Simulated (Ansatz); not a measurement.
# Cu2O: the cost of one run

Computed with Ansatz 0.2.0 (DFT r2SCAN, scalar-relativistic, plane waves, PAW, unless a step's input says otherwise).

The COD entry's cell or inner coordinates are ideal or old and differ from later refinements, so a difference from it is no clean test against experiment.

2 further runs of the same task are left out: 1 that didn't finish, 1 set aside as unsound or not needed.

**1. The starting structure**

Symmetry: Pn-3m, No. 224, cubic system. Conventional cell: a = 4.246 Å, b = 4.246 Å, c = 4.246 Å, α = 90.00°, β = 90.00°, γ = 90.00°. Around Cu (site symmetry -3m) lie 2 O at 1.84 Å. O (site symmetry -43m) is surrounded by 4 Cu at 1.84 Å.

As a file:

```cif
data_structure
_symmetry_space_group_name_H-M 'Pn-3m:1'
_symmetry_Int_Tables_number 224
_cell_length_a 4.2458
_cell_length_b 4.2458
_cell_length_c 4.2458
_cell_angle_alpha 90.000
_cell_angle_beta 90.000
_cell_angle_gamma 90.000
_cell_volume 76.54
loop_
_atom_site_label
_atom_site_type_symbol
_atom_site_symmetry_multiplicity
_atom_site_Wyckoff_symbol
_atom_site_fract_x
_atom_site_fract_y
_atom_site_fract_z
_atom_site_occupancy
Cu1 Cu 4 b 0.25000 0.25000 0.25000 1
O1 O 2 a 0.00000 0.00000 0.00000 1
```

It is the result of an earlier relaxation at this level (volume 12.76 Å³/atom; gap on the mesh: 0.79 eV).

**2. Bands, states and charges**

The input, input.yaml:

```yaml
crystal:
  lattice:
    - [4.2458092684, 0.0, 0.0]
    - [0.0, 4.2458092684, 0.0]
    - [0.0, 0.0, 4.2458092684]
  atoms:
    - { symbol: Cu, position: [0.25, 0.25, 0.25] }
    - { symbol: Cu, position: [0.25, 0.75, 0.75] }
    - { symbol: Cu, position: [0.75, 0.75, 0.25] }
    - { symbol: Cu, position: [0.75, 0.25, 0.75] }
    - { symbol: O, position: [0.0, 0.0, 0.0] }
    - { symbol: O, position: [0.5, 0.5, 0.5] }
basis:
  ecutwfc: 500
kpoints:
  mp_grid: { grid: [6, 6, 6] }
  band_path:
    path:
      - [[0.0, 0.0, 0.0], [0.0, 0.5, 0.0], [0.5, 0.5, 0.0], [0.0, 0.0, 0.0], [0.5, 0.5, 0.5], [0.0, 0.5, 0.0]]
      - [[0.5, 0.5, 0.5], [0.5, 0.5, 0.0]]
    npoints: 14
hamiltonian:
  xc: r2scan
scf:
  occupations: { method: gaussian, width: 0.02 }
  n_extra_bands: 15
output:
  forces: true
  stress: true
  eigenvalues: true
  populations: true
  dos: { projected: true, de: 0.02, nscf_kmesh: { grid: [9, 9, 9] } }
  bader: true
  write_density: true
  write_potential: true
  elf: true
  volumetric_format: npy
```

Launch:

```bash
> ansatz run input.yaml --threads 2 --pin off --max-ram 5120MiB --backend cpu --events-out ev --progress --plain --runs-dir out
```

What time and memory should one allow on 2 threads of Arm Neoverse N1, shared host?

About 75 s, with a peak of 0.6 GiB.
